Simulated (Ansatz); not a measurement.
Tl:

```xyz
2
Lattice="3.4560 0.0000 0.0000 -1.7280 2.9930 0.0000 0.0000 0.0000 5.5250" Properties=species:S:1:pos:R:3 pbc="T T T"
Tl    1.7280    0.9977    4.1438
Tl    0.0000    1.9953    1.3813
```

Base run:

* Program: Ansatz 0.2.0
* Functional: PBE
* Potentials or basis: all-electron LAPW, scalar-relativistic
* Cutoff: 167 eV
* Density cutoff: 668 eV
* Basis error allowed: 0.001 eV/atom
* k mesh: 9 × 9 × 5
* Occupations: fermi-dirac, width 0.05 eV
* Spin: no spin polarisation

Its results: pressure 3.4 GPa.

**Question.** The run is repeated on the same cell with these changes: functional from PBE to RPBE. What comes out?

**Answer.** Pressure 5.4 GPa.

RPBE binds less tightly than PBE, so the same cell stands under more pressure.

Not every run made on this cell is shown here.
